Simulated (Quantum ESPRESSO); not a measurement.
Crystal: CaF2 (Fluorite).

```
Ca F
1.0
     0.00000    2.73100    2.73100
     2.73100    0.00000    2.73100
     2.73100    2.73100    0.00000
Ca F
1 2
Direct
  0.00000 0.00000 0.00000
  0.75000 0.75000 0.75000
  0.25000 0.25000 0.25000
```

Program: Quantum ESPRESSO 7.5. Alike in all runs: task band structure; no spin polarisation; cell as given; k mesh 8 × 8 × 8; smearing fermi-dirac 0.05 eV.

**Question.** Order these runs on this cell by their pressure, lowest first.
A. level PBEsol; potentials or basis GBRV 1.5 PBEsol; cutoff (eV) 612
B. level PBE; potentials or basis SSSP 1.3 efficiency PBE; cutoff (eV) 748
C. level LDA; potentials or basis GBRV 1.5 LDA; cutoff (eV) 612; form of the LDA correlation PZ81

**Answer.** C (-6.5 GPa), A (-1.9 GPa), B (2.1 GPa).
